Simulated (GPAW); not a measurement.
# Sn (I4_1/amd) in GPAW: relaxation of cell and atoms with mBEEF

Aim: the relaxation of cell and atoms of Sn with mBEEF.

All numbers are computed with GPAW 26.7.0; they aren't measurements. Logs are shortened: lines on timing, memory, paths and dates and some standing lists are left out, and cuts for length are marked. The log counts tension as positive stress, the text compression.

## 1. The crystal as given

It takes space group I4_1/amd (No. 141, tetragonal). The conventional cell has a = 5.880 Å, b = 5.880 Å, c = 3.199 Å, α = 90.00°, β = 90.00°, γ = 90.00°. Sn (site symmetry -4m2) has 6 Sn at 3.05 to 3.20 Å as nearest neighbours.

## 2. Relaxation of cell and atoms, mBEEF, target pressure -2 GPa, at which the enthalpy is minimised

File run.py:

```python
from ase.filters import FrechetCellFilter
from ase.io import read, write
from ase.optimize import FIRE
from ase.units import GPa
from gpaw import GPAW, PW

atoms = read('POSCAR')

calc = GPAW(mode=PW(600),
            xc='mBEEF',
            kpts={'size': (7, 7, 7), 'gamma': True},
            occupations={'name': 'fermi-dirac', 'width': 0.05},
            nbands=24,
            convergence={'density': 1e-06, 'energy': 1e-06, 'eigenstates': 1e-10},
            maxiter=150,
            txt='gpaw.txt')
atoms.calc = calc
opt = FIRE(FrechetCellFilter(atoms, scalar_pressure=-2 * GPa), trajectory='relax.traj', logfile='-')
done = opt.run(fmax=0.05, steps=100)
calc.write('gs.gpw')
write('result.traj', atoms)
print('Converged:', done)
print('Cell:', atoms.cell.cellpar().round(4))
print('Volume:', round(atoms.get_volume(), 4))
print(atoms.get_scaled_positions().round(5))
```

File POSCAR:

```
Sn
1.0
   -2.9401404553      2.9401404553      1.5993019889
    2.9401404553     -2.9401404553      1.5993019889
    2.9401404553      2.9401404553     -1.5993019889
Sn
2
Direct
    0.0000000000      0.0000000000      0.0000000000
    0.7500000000      0.2500000000      0.5000000000
```

Potentials or basis: GPAW PAW data sets (gpaw-data 1.2.1), pw.

Command:

```sh
$ OMP_NUM_THREADS=1 python run.py
```

gpaw.txt:

```text
__  _  _
 | _ |_)|_||  |
 |__||  | ||/\| - 26.7.0

Input parameters:
  mode=PW(ecut=600.0),
  convergence={'density': 1e-06, 'energy': 1e-06, 'eigenstates': 1e-10},
  kpts=MonkhorstPack(size=(7, 7, 7), gamma=True),
  maxiter=150,
  nbands=24,
  occupations=Occupations(name='fermi-dirac', width=0.05),
  xc=XC(name='mBEEF')

Diagonalizing LCAO Hamiltonian
Converting LCAO to pw mode

         Sn

       Sn

Atoms  # Å, Bohr magnetons
|   | symbol |        x |        y |        z |    initial magnetic moments |
|---|--------|----------|----------|----------|-----------------------------|
| 0 |     Sn | 0.000000 | 0.000000 | 0.000000 | ( 0.0000,  0.0000,  0.0000) |
| 1 |     Sn | 0.000000 | 2.940140 | 0.799651 | ( 0.0000,  0.0000,  0.0000) |

Unit cell  # Å
| periodic |         x |         y |         z |  lengths |     angles |
|----------|-----------|-----------|-----------|----------|------------|
|      yes | -2.940140 |  2.940140 |  1.599302 | 4.454954 |  97.404686 |
|      yes |  2.940140 | -2.940140 |  1.599302 | 4.454954 |  97.404686 |
|      yes |  2.940140 |  2.940140 | -1.599302 | 4.454954 | 137.923144 |

Number of symmetries: 8
Symmetry operations  # r_c * U_cc + t_c -> r_c
|   | kind |            matrix            |
|---|------|------------------------------|
| 0 |  σ   |  1, 1, 1,  0, 0,-1,  0,-1, 0 |
| 1 |  E   |  1, 0, 0,  0, 1, 0,  0, 0, 1 |
| 2 |  C2  |  0, 1, 0,  1, 0, 0, -1,-1,-1 |
| 3 |  S4  |  0, 0, 1, -1,-1,-1,  0, 1, 0 |
| 4 |  σ   |  0, 0,-1,  1, 1, 1, -1, 0, 0 |
| 5 |  C2  |  0,-1, 0, -1, 0, 0,  0, 0,-1 |
| 6 |  C2  | -1, 0, 0,  0,-1, 0,  1, 1, 1 |
| 7 |  S4  | -1,-1,-1,  0, 0, 1,  1, 0, 0 |
[... 108 lines left out ...]
SCF iterations
|iter     | |      energy | eigst |  dens |
|---------|-|-------------|-------|-------|
|iter:   1| | -297.500991 | +0.04 |       |
|iter:   2| | -285.609241 | -0.28 | -1.57 |
|iter:   3| | -285.640759 | -2.39 | -1.66 |
|iter:   4| | -285.605012 | -2.24 | -1.71 |
|iter:   5| | -285.609095 | -3.32 | -2.20 |
|iter:   6| | -285.606995 | -4.48 | -2.40 |
|iter:   7| | -285.604177 | -4.80 | -2.51 |
|iter:   8| | -285.603426 | -5.56 | -2.66 |
|iter:   9| | -285.602355 | -5.22 | -2.73 |
|iter:  10| | -285.601840 | -5.26 | -2.93 |
|iter:  11| | -285.601728 | -5.67 | -3.28 |
|iter:  12| | -285.601716 | -6.36 | -3.77 |
|iter:  13| | -285.601716c| -8.04 | -5.04 |
|iter:  14| | -285.601716c| -9.35 | -5.46 |
|iter:  15| | -285.601716c|-10.33c| -5.88 |
|iter:  16| | -285.601716c|-10.94c| -6.72c|

Converged in 16 steps
Energy contributions relative to reference atoms: (reference = -336021.386614)

Energy contributions:
  Kinetic:          52.071874
  Coulomb:         -48.443330
  Zero:             -0.177109
  External:          0.000000
  Xc:             -289.048465
  Entropy:          -0.009374
  Spinorbit:         0.000000
  ----------------------------
  Free energy:    -285.606403
  Extrapolated:   -285.601716

dipole moment: (-16.310100, -3.394530, -5.359209)  # |e|*Ang
[... 26 lines left out ...]
No gap
No difference between direct/indirect transitions

Stress tensor  # eV/Ang^3
|         x |        y |         z |
|-----------|----------|-----------|
|  0.008431 | 0.000000 | -0.000000 |
|  0.000000 | 0.008431 |  0.000000 |
| -0.000000 | 0.000000 |  0.006538 |

Forces  # eV/Ang
|        x |       y |       z |
|----------|---------|---------|
|  0.00000 | 0.00000 | 0.00000 |  # Sn   0
| -0.00000 | 0.00000 | 0.00000 |  # Sn   1

Interpolating wave functions to new cell

         Sn

       Sn

Atoms  # Å, Bohr magnetons
|   | symbol |         x |         y |        z |    initial magnetic moments |
|---|--------|-----------|-----------|----------|-----------------------------|
| 0 |     Sn |  0.000000 | -0.000000 | 0.000000 | ( 0.0000,  0.0000,  0.0000) |
| 1 |     Sn | -0.000000 |  2.941788 | 0.800309 | ( 0.0000,  0.0000,  0.0000) |

Unit cell  # Å
| periodic |         x |         y |         z |  lengths |     angles |
|----------|-----------|-----------|-----------|----------|------------|
|      yes | -2.941788 |  2.941788 |  1.600617 | 4.457601 |  97.408082 |
|      yes |  2.941788 | -2.941788 |  1.600617 | 4.457601 |  97.408082 |
|      yes |  2.941788 |  2.941788 | -1.600617 | 4.457601 | 137.913095 |

Number of symmetries: 8
Symmetry operations  # r_c * U_cc + t_c -> r_c
|   | kind |            matrix            |
|---|------|------------------------------|
| 0 |  σ   |  1, 1, 1,  0, 0,-1,  0,-1, 0 |
| 1 |  E   |  1, 0, 0,  0, 1, 0,  0, 0, 1 |
| 2 |  C2  |  0, 1, 0,  1, 0, 0, -1,-1,-1 |
| 3 |  S4  |  0, 0, 1, -1,-1,-1,  0, 1, 0 |
| 4 |  σ   |  0, 0,-1,  1, 1, 1, -1, 0, 0 |
| 5 |  C2  |  0,-1, 0, -1, 0, 0,  0, 0,-1 |
| 6 |  C2  | -1, 0, 0,  0,-1, 0,  1, 1, 1 |
| 7 |  S4  | -1,-1,-1,  0, 0, 1,  1, 0, 0 |
[... 108 lines left out ...]
SCF iterations
|iter     | |      energy | eigst |  dens |
|---------|-|-------------|-------|-------|
|iter:   1| | -302.526648 | -0.41 |       |
|iter:   2| | -285.610032 | -0.50 | -1.87 |
|iter:   3| | -285.602141 | -2.53 | -2.70 |
|iter:   4| | -285.601882 | -3.91 | -2.78 |
|iter:   5| | -285.601253 | -5.27 | -2.80 |
|iter:   6| | -285.600916 | -5.56 | -2.99 |
|iter:   7| | -285.600874 | -5.91 | -3.34 |
|iter:   8| | -285.600873 | -7.19 | -3.76 |
|iter:   9| | -285.600866c| -6.00 | -3.77 |
|iter:  10| | -285.600870c| -6.35 | -3.96 |
|iter:  11| | -285.600869c| -7.70 | -3.99 |
|iter:  12| | -285.600867c| -7.36 | -4.04 |
|iter:  13| | -285.600867c| -7.49 | -4.44 |
|iter:  14| | -285.600867c| -8.21 | -5.14 |
|iter:  15| | -285.600867c| -9.03 | -5.58 |
|iter:  16| | -285.600867c| -9.92 | -6.16c|
|iter:  17| | -285.600867c|-10.15c| -6.51c|

Converged in 17 steps
Energy contributions relative to reference atoms: (reference = -336021.386614)

Energy contributions:
  Kinetic:          51.955142
  Coulomb:         -48.356925
  Zero:             -0.177261
  External:          0.000000
  Xc:             -289.017121
  Entropy:          -0.009404
  Spinorbit:         0.000000
  ----------------------------
  Free energy:    -285.605569
  Extrapolated:   -285.600867

dipole moment: (-16.312490, -3.403072, -5.363585)  # |e|*Ang
[... 7 lines left out ...]
|          6 |       -15.708 |     2.000 |
|          7 |       -15.708 |     2.000 |
|          8 |       -15.633 |     2.000 |
|          9 |       -15.543 |     2.000 |
|         10 |        -4.850 |     2.000 |
|         11 |         2.700 |     2.000 |
[... 8 lines left out ...]
|         20 |        17.311 |     0.000 |
|         21 |        17.914 |     0.000 |
|        ... |               |           |
|         23 |        18.354 |     0.000 |

No gap
No difference between direct/indirect transitions

Stress tensor  # eV/Ang^3
|         x |         y |         z |
|-----------|-----------|-----------|
|  0.008983 |  0.000000 | -0.000000 |
|  0.000000 |  0.008983 | -0.000000 |
| -0.000000 | -0.000000 |  0.007172 |

Forces  # eV/Ang
|       x |       y |        z |
|---------|---------|----------|
| 0.00000 | 0.00000 | -0.00000 |  # Sn   0
| 0.00000 | 0.00000 |  0.00000 |  # Sn   1

Interpolating wave functions to new cell

         Sn

       Sn

Atoms  # Å, Bohr magnetons
|   | symbol |        x |         y |         z |    initial magnetic moments |
|---|--------|----------|-----------|-----------|-----------------------------|
| 0 |     Sn | 0.000000 | -0.000000 | -0.000000 | ( 0.0000,  0.0000,  0.0000) |
| 1 |     Sn | 0.000000 |  2.944861 |  0.801557 | ( 0.0000,  0.0000,  0.0000) |

Unit cell  # Å
| periodic |         x |         y |         z |  lengths |     angles |
|----------|-----------|-----------|-----------|----------|------------|
|      yes | -2.944861 |  2.944861 |  1.603114 | 4.462554 |  97.414767 |
|      yes |  2.944861 | -2.944861 |  1.603114 | 4.462554 |  97.414767 |
|      yes |  2.944861 |  2.944861 | -1.603114 | 4.462554 | 137.893318 |

Number of symmetries: 8
Symmetry operations  # r_c * U_cc + t_c -> r_c
|   | kind |            matrix            |
|---|------|------------------------------|
| 0 |  σ   |  1, 1, 1,  0, 0,-1,  0,-1, 0 |
| 1 |  E   |  1, 0, 0,  0, 1, 0,  0, 0, 1 |
| 2 |  C2  |  0, 1, 0,  1, 0, 0, -1,-1,-1 |
| 3 |  S4  |  0, 0, 1, -1,-1,-1,  0, 1, 0 |
| 4 |  σ   |  0, 0,-1,  1, 1, 1, -1, 0, 0 |
| 5 |  C2  |  0,-1, 0, -1, 0, 0,  0, 0,-1 |
| 6 |  C2  | -1, 0, 0,  0,-1, 0,  1, 1, 1 |
| 7 |  S4  | -1,-1,-1,  0, 0, 1,  1, 0, 0 |
[... 151 lines left out ...]
|          6 |       -15.747 |     2.000 |
|          7 |       -15.747 |     2.000 |
|          8 |       -15.673 |     2.000 |
|          9 |       -15.583 |     2.000 |
|         10 |        -4.862 |     2.000 |
|         11 |         2.654 |     2.000 |
[... 8 lines left out ...]
|         20 |        17.253 |     0.000 |
|         21 |        17.836 |     0.000 |
|        ... |               |           |
|         23 |        18.289 |     0.000 |

No gap
No difference between direct/indirect transitions

Stress tensor  # eV/Ang^3
|        x |         y |         z |
|----------|-----------|-----------|
| 0.010006 |  0.000000 |  0.000000 |
| 0.000000 |  0.010006 | -0.000000 |
| 0.000000 | -0.000000 |  0.008349 |

Forces  # eV/Ang
|        x |       y |        z |
|----------|---------|----------|
| -0.00000 | 0.00000 |  0.00000 |  # Sn   0
|  0.00000 | 0.00000 | -0.00000 |  # Sn   1

Interpolating wave functions to new cell

         Sn

       Sn

Atoms  # Å, Bohr magnetons
|   | symbol |         x |        y |         z |    initial magnetic moments |
|---|--------|-----------|----------|-----------|-----------------------------|
| 0 |     Sn |  0.000000 | 0.000000 | -0.000000 | ( 0.0000,  0.0000,  0.0000) |
| 1 |     Sn | -0.000000 | 2.948934 |  0.803276 | ( 0.0000,  0.0000,  0.0000) |

Unit cell  # Å
| periodic |         x |         y |         z |  lengths |     angles |
|----------|-----------|-----------|-----------|----------|------------|
|      yes | -2.948934 |  2.948934 |  1.606551 | 4.469164 |  97.424638 |
|      yes |  2.948934 | -2.948934 |  1.606551 | 4.469164 |  97.424638 |
|      yes |  2.948934 |  2.948934 | -1.606551 | 4.469164 | 137.864129 |

Number of symmetries: 8
Symmetry operations  # r_c * U_cc + t_c -> r_c
|   | kind |            matrix            |
|---|------|------------------------------|
| 0 |  σ   |  1, 1, 1,  0, 0,-1,  0,-1, 0 |
| 1 |  E   |  1, 0, 0,  0, 1, 0,  0, 0, 1 |
| 2 |  C2  |  0, 1, 0,  1, 0, 0, -1,-1,-1 |
| 3 |  S4  |  0, 0, 1, -1,-1,-1,  0, 1, 0 |
| 4 |  σ   |  0, 0,-1,  1, 1, 1, -1, 0, 0 |
| 5 |  C2  |  0,-1, 0, -1, 0, 0,  0, 0,-1 |
| 6 |  C2  | -1, 0, 0,  0,-1, 0,  1, 1, 1 |
| 7 |  S4  | -1,-1,-1,  0, 0, 1,  1, 0, 0 |
[... 170 lines left out ...]
No gap
No difference between direct/indirect transitions

Stress tensor  # eV/Ang^3
|         x |        y |         z |
|-----------|----------|-----------|
|  0.011348 | 0.000000 | -0.000000 |
|  0.000000 | 0.011348 |  0.000000 |
| -0.000000 | 0.000000 |  0.009895 |

Forces  # eV/Ang
|       x |       y |        z |
|---------|---------|----------|
| 0.00000 | 0.00000 | -0.00000 |  # Sn   0
| 0.00000 | 0.00000 | -0.00000 |  # Sn   1

Interpolating wave functions to new cell

         Sn

       Sn

Atoms  # Å, Bohr magnetons
|   | symbol |         x |        y |         z |    initial magnetic moments |
|---|--------|-----------|----------|-----------|-----------------------------|
| 0 |     Sn |  0.000000 | 0.000000 | -0.000000 | ( 0.0000,  0.0000,  0.0000) |
| 1 |     Sn | -0.000000 | 2.953392 |  0.805315 | ( 0.0000,  0.0000,  0.0000) |

Unit cell  # Å
| periodic |         x |         y |         z |  lengths |     angles |
|----------|-----------|-----------|-----------|----------|------------|
|      yes | -2.953392 |  2.953392 |  1.610630 | 4.476514 |  97.437975 |
|      yes |  2.953392 | -2.953392 |  1.610630 | 4.476514 |  97.437975 |
|      yes |  2.953392 |  2.953392 | -1.610630 | 4.476514 | 137.824720 |

Number of symmetries: 8
Symmetry operations  # r_c * U_cc + t_c -> r_c
|   | kind |            matrix            |
|---|------|------------------------------|
| 0 |  σ   |  1, 1, 1,  0, 0,-1,  0,-1, 0 |
| 1 |  E   |  1, 0, 0,  0, 1, 0,  0, 0, 1 |
| 2 |  C2  |  0, 1, 0,  1, 0, 0, -1,-1,-1 |
| 3 |  S4  |  0, 0, 1, -1,-1,-1,  0, 1, 0 |
| 4 |  σ   |  0, 0,-1,  1, 1, 1, -1, 0, 0 |
| 5 |  C2  |  0,-1, 0, -1, 0, 0,  0, 0,-1 |
| 6 |  C2  | -1, 0, 0,  0,-1, 0,  1, 1, 1 |
| 7 |  S4  | -1,-1,-1,  0, 0, 1,  1, 0, 0 |
[... 170 lines left out ...]
No gap
No difference between direct/indirect transitions

Stress tensor  # eV/Ang^3
|         x |        y |         z |
|-----------|----------|-----------|
|  0.012821 | 0.000000 | -0.000000 |
|  0.000000 | 0.012821 |  0.000000 |
| -0.000000 | 0.000000 |  0.011623 |

Forces  # eV/Ang
|        x |        y |       z |
|----------|----------|---------|
|  0.00000 |  0.00000 | 0.00000 |  # Sn   0
| -0.00000 | -0.00000 | 0.00000 |  # Sn   1

# Writing to gs.gpw (mode='')
```

Wall time 21 min (1 thread of Arm Neoverse V1, shared host); peak memory 0.6 GiB.

Results:

```yaml
Free_energy: -285.5976 eV
Relaxed_volume: 28.10 Å³/atom
Relaxed_cell: a = 4.477 Å, b = 4.477 Å, c = 4.477 Å, α = 97.44°, β = 97.44°, γ = 137.82°
Space_group_after_relaxing_to_0.05_Å: I4_1/amd (No. 141)
Energy_change_on_relaxing_the_enthalpy_is_what_falls: +4.5 meV/atom
Ionic_steps: 5
Pressure_after_relaxing: -2.0 GPa
Band_gap_on_the_k_mesh: none (metal or under the smearing width)
```

Stress tensor (GPa, compression positive):
```
-2.05  0.00  0.00
 0.00 -2.05  0.00
 0.00  0.00 -1.86
```

Step by step:
| step | energy change (eV) | largest force (eV/Å) | pressure (GPa) | volume (Å³) |
| --- | --- | --- | --- | --- |
| 1 | 0.0000 | 0.0000 | -1.25 | 55.30 |
| 2 | 0.0008 | 0.0000 | -1.34 | 55.41 |
| 3 | 0.0026 | 0.0000 | -1.51 | 55.61 |
| 4 | 0.0053 | 0.0000 | -1.74 | 55.88 |
| 5 | 0.0089 | 0.0000 | -1.99 | 56.20 |

Final structure:
```yaml
crystal:
  lattice:
    - [-2.95339, 2.95339, 1.61063]
    - [2.95339, -2.95339, 1.61063]
    - [2.95339, 2.95339, -1.61063]
  atoms:
    - { symbol: Sn, position: [0.00000, 0.00000, 0.00000] }
    - { symbol: Sn, position: [0.75000, 0.25000, 0.50000] }
```

Caveat: later steps reuse the first step's grids; the PAW data sets were made with another functional, which shifts forces and pressure a little.
